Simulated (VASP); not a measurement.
A run of VASP 6.6.1 is set up as follows.

INCAR

```
SYSTEM = NaH
PREC = Accurate
ENCUT = 520
EDIFF = 1E-6
ISMEAR = -1
SIGMA = 0.02
LREAL = .FALSE.
LASPH = .TRUE.
NELM = 80
ALGO = Fast
ISIF = 2
LWAVE = .FALSE.
LCHARG = .FALSE.
GGA = PE
NBANDS = 11
```

Contents of KPOINTS:

```
Automatic mesh
0
G
  10 10 10
  0 0 0
```

File POSCAR:

```
NaH
1.0
    0.0000000000      2.4400000000      2.4400000000
    2.4400000000      0.0000000000      2.4400000000
    2.4400000000      2.4400000000      0.0000000000
Na H
1 1
Direct
    0.0000000000      0.0000000000      0.0000000000
    0.5000000000      0.5000000000      0.5000000000
```

Potentials or basis: VASP PAW PBE potentials, release 64 (Na_pv, H).

Run with:

```console
$ cat potpaw_PBE.64/Na_pv/POTCAR potpaw_PBE.64/H/POTCAR > POTCAR
$ mpirun -np 1 vasp_std > vasp.out
```

Problem. Estimate the band gap on the k mesh.

Solution. 3.73 eV, indirect (least direct gap 4.55 eV).

Problem. Estimate the pressure.

Solution. -0.7 GPa.

A k mesh can miss the band edges. Expect the measured gap to be larger: semilocal functionals such as PBE lack the derivative discontinuity.
